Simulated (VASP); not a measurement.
Level of theory: r2SCAN meta-GGA with spin-orbit coupling, VASP's PBE PAW potentials (set 64) (plane waves; VASP).

A VASP calculation is set up with these files.

### INCAR
```
! general
SYSTEM     = NaBr
PREC       = Accurate
ENCUT      = 400
LREAL      = .FALSE.
LASPH      = .TRUE.

! electronic loop
EDIFF      = 1E-6
NELM       = 100
ALGO       = Normal
LMAXMIX    = 4
LMIXTAU    = .TRUE.

! smearing
ISMEAR     = 0
SIGMA      = 0.05

! functional
METAGGA    = R2SCAN
GGA_COMPAT = .FALSE.

! spin
MAGMOM     = 6*0
LSORBIT    = .TRUE.

! output
LWAVE      = .FALSE.
LCHARG     = .FALSE.
```

### KPOINTS
```
Automatic mesh
0
Gamma
7 7 7
0 0 0
```

**KPOINTS_OPT**
```
k-points along high-symmetry lines
8
Line-mode
Reciprocal
  0.000000   0.000000   0.000000 ! GAMMA
  0.500000   0.000000   0.500000 ! X

  0.500000   0.000000   0.500000 ! X
  0.625000   0.250000   0.625000 ! U

  0.375000   0.375000   0.750000 ! K
  0.000000   0.000000   0.000000 ! GAMMA

  0.000000   0.000000   0.000000 ! GAMMA
  0.500000   0.500000   0.500000 ! L

  0.500000   0.500000   0.500000 ! L
  0.500000   0.250000   0.750000 ! W

  0.500000   0.250000   0.750000 ! W
  0.500000   0.000000   0.500000 ! X
```

### POSCAR
```
NaBr
4.1943210
  0.0000000000   0.7071067105   0.7071067105
  0.7071067105   0.0000000000   0.7071067105
  0.7071067105   0.7071067105   0.0000000000
Na Br
1 1
Cart
  0.0000000000   0.0000000000   0.0000000000
  0.7071067105   0.7071067105   0.7071067105
```

POTCAR, in this order: Na_pv Br (PBE.64 set). Program: vasp_ncl.

The run wrote:

OSZICAR:
```
       N       E                     dE             d eps       ncg     rms          rms(c)
DAV:   1     0.952665785048E+02    0.95267E+02   -0.60824E+03   952   0.107E+03
DAV:   2    -0.118119712138E+02   -0.10708E+03   -0.10148E+03   988   0.299E+02
DAV:   3    -0.220450236921E+02   -0.10233E+02   -0.10163E+02  1112   0.982E+01
DAV:   4    -0.222885588557E+02   -0.24354E+00   -0.24338E+00   996   0.168E+01
DAV:   5    -0.222928428885E+02   -0.42840E-02   -0.42839E-02  1082   0.219E+00    0.166E+00
DAV:   6    -0.203038979097E+02    0.19889E+01   -0.58926E-01   946   0.952E+00    0.149E+00
DAV:   7    -0.202000053065E+02    0.10389E+00   -0.27098E-01   910   0.741E+00    0.486E-01
DAV:   8    -0.204015384579E+02   -0.20153E+00   -0.25707E-01   880   0.572E+00    0.360E-01
DAV:   9    -0.203859909069E+02    0.15548E-01   -0.12062E-01   880   0.420E+00    0.234E-01
DAV:  10    -0.204623626615E+02   -0.76372E-01   -0.37678E-02   880   0.209E+00    0.134E-01
DAV:  11    -0.204725245663E+02   -0.10162E-01   -0.45484E-03   952   0.820E-01    0.813E-02
DAV:  12    -0.204724574606E+02    0.67106E-04   -0.53241E-05  1078   0.940E-02    0.902E-02
DAV:  13    -0.204727033275E+02   -0.24587E-03   -0.66856E-04   928   0.216E-01    0.364E-02
DAV:  14    -0.204727756406E+02   -0.72313E-04   -0.67087E-05   934   0.100E-01    0.329E-02
DAV:  15    -0.204727845452E+02   -0.89046E-05   -0.83612E-06   952   0.278E-02    0.234E-02
DAV:  16    -0.204728093220E+02   -0.24777E-04   -0.15909E-05   916   0.367E-02    0.725E-03
DAV:  17    -0.204728133848E+02   -0.40627E-05   -0.29173E-06   916   0.200E-02    0.292E-03
DAV:  18    -0.204728113409E+02    0.20439E-05   -0.20697E-07   840   0.627E-03    0.758E-04
DAV:  19    -0.204728147424E+02   -0.34015E-05   -0.17688E-07   762   0.582E-03    0.790E-04
DAV:  20    -0.204728137202E+02    0.10223E-05   -0.31259E-08   494   0.218E-03    0.321E-04
DAV:  21    -0.204728133683E+02    0.35187E-06   -0.45158E-08   482   0.241E-03
   1 F= -.20472813E+02 E0= -.20472813E+02  d E =-.868985E-22  mag=    -0.0000    -0.0000     0.0000
       N       E                     dE             ncg
       N       E                     dE             ncg
       N       E                     dE             ncg
```

File OUTCAR:
```
------------------------ aborting loop because EDIFF is reached ----------------------------------------
  FORCE on cell =-STRESS in cart. coord.  units (eV):
  Direction    XX          YY          ZZ          XY          YZ          ZX
  --------------------------------------------------------------------------------------
  Total        0.0070574      0.0070574      0.0070574      0.0000000      0.0000000      0.0000000
  in kB        0.2167143      0.2167143      0.2167143      0.0000000      0.0000000      0.0000000
  external PRESSURE =       0.2167143 kB  Pullay stress =       0.0000000 kB
  volume of cell :       52.18
      direct lattice vectors                 reciprocal lattice vectors
     0.000000000  2.965832525  2.965832525    -0.168586728  0.168586728  0.168586728
     2.965832525  0.000000000  2.965832525     0.168586728 -0.168586728  0.168586728
     2.965832525  2.965832525  0.000000000     0.168586728  0.168586728 -0.168586728
 POSITION                                       TOTAL-FORCE (eV/Angst)
 -----------------------------------------------------------------------------------
      0.00000      0.00000      0.00000        -0.000000     -0.000000     -0.000000
      2.96583      2.96583      2.96583         0.000000      0.000000      0.000000
 -----------------------------------------------------------------------------------
    total drift:                                0.000000      0.000000      0.000000
  FREE ENERGIE OF THE ION-ELECTRON SYSTEM (eV)
  ---------------------------------------------------
  free  energy   TOTEN  =       -20.4728133683 eV

  energy  without entropy=      -20.4728133683  energy(sigma->0) =      -20.47281337

 Ion:    1  E_soc:     -0.0007067

 Ion:    2  E_soc:     -0.0472882
```
(Selected blocks of OUTCAR.)

The compound is NaBr in the rock salt structure. It was relaxed first.
